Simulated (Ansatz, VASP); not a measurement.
Two plane-wave programs on InSb

Contents of INCAR:

```
SYSTEM = InSb
PREC = Accurate
ENCUT = 520
EDIFF = 1E-6
ISMEAR = 0
SIGMA = 0.1
LREAL = .FALSE.
LASPH = .TRUE.
NELM = 80
ALGO = Normal
ISIF = 2
LWAVE = .FALSE.
LCHARG = .FALSE.
GGA = PE
NBANDS = 16
```

KPOINTS

```
regular mesh
0
G
  12 12 12
  0 0 0
```

The input POSCAR:

```
InSb
1.0
    0.0000000000      3.4245118493      3.4245118493
    3.4245118493      0.0000000000      3.4245118493
    3.4245118493      3.4245118493      0.0000000000
In Sb
1 1
Direct
    0.0000000000      0.0000000000      0.0000000000
    0.2500000000      0.2500000000      0.2500000000
```

Input for Ansatz:

```yaml
crystal:
  lattice:
    - [0.0, 3.424511849, 3.424511849]
    - [3.424511849, 0.0, 3.424511849]
    - [3.424511849, 3.424511849, 0.0]
  atoms:
    - { symbol: In, position: [0.0, 0.0, 0.0] }
    - { symbol: Sb, position: [0.25, 0.25, 0.25] }
basis:
  ecutwfc: 420
kpoints:
  mp_grid: { grid: [12, 12, 12] }
hamiltonian:
  xc: pbe
scf:
  occupations: { method: gaussian, width: 0.1 }
output:
  forces: true
  stress: true
  eigenvalues: true
```

Alike in both runs: task single point; functional PBE; k mesh 12 × 12 × 12; occupations gaussian, width 0.1 eV; no spin polarisation.

```csv
,VASP,Ansatz
version,VASP 6.6.1,Ansatz 0.2.0
potentials or method,"VASP PAW PBE potentials, release 64 (In_d, Sb)","scalar-relativistic, plane waves, PAW"
plane-wave cutoff (eV),520,420
valence electrons in the cell,18,28
```

```tsv
	VASP	Ansatz	Ansatz less VASP
gap on the k mesh at the Fermi level (eV)	none	none	-
pressure (GPa)	-2.8	-2.8	+0.02
```

A gap of «none» marks a metal or a gap that the smearing closes. The two sets of potentials don't hold the same shells in valence.

The runs have no spin-orbit coupling, so splittings on Sb are missing.
